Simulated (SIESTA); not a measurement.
Crystal: Nb.

```
Nb
1.0
    -1.66395    1.66395    1.66395
     1.66395   -1.66395    1.66395
     1.66395    1.66395   -1.66395
Nb
1
Direct
  0.00000 0.00000 0.00000
```

Base run:

* Program: SIESTA 5.4.2
* Functional: PBE
* Potentials or basis: PseudoDojo 0.4 standard (PBE files)
* Basis: SZP (energy shift 0.003 Ry)
* Grid cutoff: 800 Ry
* Energy shift: 0.003 Ry
* k mesh: 11 × 11 × 11
* Occupations: fermi-dirac, width 0.05 eV
* Spin: no spin polarisation

Its results: band gap on the k mesh none (metal or under the smearing width); pressure 0.7 GPa.

Task: The run is repeated on the same cell with these changes: basis from SZP (energy shift 0.003 Ry) to DZP (energy shift 0.003 Ry; two zetas on semicore shells). What comes out?

Result: Band gap on the k mesh none (metal or under the smearing width); pressure -0.7 GPa.

Caveats: the basis of atomic orbitals isn't converged, which shifts pressures, moduli and gaps.
